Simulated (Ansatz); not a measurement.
Cubic perovskite CsPbI3 (cubic high-temperature phase) was calculated with PBE-D3(BJ) (PAW; Ansatz, a quantum-chemistry and plane-wave program).

Settings: plane-wave cutoff 520 eV, 6×6×6 k mesh, Fermi–Dirac smearing 0.01 eV, scalar-relativistic PAW data made under PBE.

Results at a series of volumes:

```
V (Å³/atom)  E − E_lowest (meV/atom)
-----------  -----------------------
46.871                         10.72
47.869                          4.58
48.866                          1.10
49.863                          0.00
50.860                          1.02
51.858                          3.94
52.855                          8.55
```

### Question
Fit the third-order Birch–Murnaghan equation and give B0 and B′.

### Answer
V0 = 49.863 Å³/atom, B0 = 17.0 GPa, B′ = 4.7 (fit to the energies at full precision).

Note: the relaxation could not lower the start's symmetry, so the cell can be a saddle point above a distorted one.

Spin–orbit coupling is not included; it can shift volumes and moduli of such heavy elements.

Computed values are for the static lattice.

It cost very roughly 4 core-minutes of CPU time.
